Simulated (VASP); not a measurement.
Here is a VASP 6.6.1 calculation.

Contents of INCAR:

```
PREC     = Accurate       # precision mode
ENCUT    = 520            # plane-wave cutoff, eV
EDIFF    = 1E-6           # SCF threshold, eV
ISMEAR   = 0              # smearing method
SIGMA    = 0.5            # smearing width, eV
LREAL    = False          # projectors in reciprocal space
LASPH    = True           # aspherical terms in the spheres
NELM     = 100            # most SCF steps
ALGO     = Normal         # electronic algorithm
ISIF     = 2              # what is computed and relaxed
LWAVE    = False          # write WAVECAR
LCHARG   = False          # write CHGCAR
GGA      = PS             # functional
```

The input KPOINTS:

```
regular mesh
0
Gamma
  4 4 4
```

Contents of POSCAR:

```
HfO2
1.0
    5.0762300000      0.0000000000     -0.0024800000
    0.0000000000      5.1542900000      0.0000000000
   -0.8756500000      0.0000000000      5.1713200000
Hf O
4 8
Direct
    0.2773100000      0.4573000000      0.7076600000
    0.7226900000      0.9573000000      0.7923400000
    0.7226900000      0.5427000000      0.2923400000
    0.2773100000      0.0427000000      0.2076600000
    0.4470700000      0.7418200000      0.9808000000
    0.5529300000      0.2418200000      0.5192000000
    0.5529300000      0.2581800000      0.0192000000
    0.4470700000      0.7581800000      0.4808000000
    0.0711500000      0.3371800000      0.3408000000
    0.9288500000      0.8371800000      0.1592000000
    0.9288500000      0.6628200000      0.6592000000
    0.0711500000      0.1628200000      0.8408000000
```

Potentials or basis: VASP PAW PBE potentials, release 64 (Hf_pv, O).

The run is started by

```console
$ cat potpaw_PBE.64/Hf_pv/POTCAR potpaw_PBE.64/O/POTCAR > POTCAR
$ mpirun -np 1 vasp_std > vasp.out
```

Task: Estimate the band gap on the k mesh.

Result: 3.96 eV, indirect (least direct gap 4.06 eV).

Task: Predict the largest force.

Result: 0.006 eV/Å.

Task: What does it give for the pressure?

Result: 0.2 GPa.

Forces in eV/Å, atoms in the order of the input:
```
Hf  -0.001  0.001  0.002
Hf   0.001  0.001 -0.002
Hf   0.001 -0.001 -0.002
Hf  -0.001 -0.001  0.002
O   -0.004 -0.001 -0.004
O    0.004 -0.001  0.004
O    0.004  0.001  0.004
O   -0.004  0.001 -0.004
O    0.000  0.004 -0.002
O    0.000  0.004  0.002
O    0.000 -0.004  0.002
O    0.000 -0.004 -0.002
```

Caveat: the PAW data sets were made with another functional, which shifts forces and pressure a little; spin-orbit coupling is left out, which moves the levels of the heavy elements.

**The experiment to reproduce.**

From “Temperature dependence of self-trapped exciton luminescence in nanostructured hafnia powder”, 2021, arxiv:2112.02602, for a bulk crystal of HfO2: band gap 5.54 eV (indirect).

A measured gap of HfO2 is 5.54 eV (indirect; quoted in “Temperature dependence of self-trapped exciton luminescence in nanostructured hafnia powder”, 2021, arxiv:2112.02602); the calculated 3.96 eV misses it by -1.58 eV. Spin-orbit coupling on Hf is left out. The value is that of PBEsol on a finite k mesh, which can miss the band edges, without temperature or zero-point motion. Semilocal functionals fall short of measured gaps as a rule. The cell is a database's relaxed one, not the measured one, which moves gaps too.
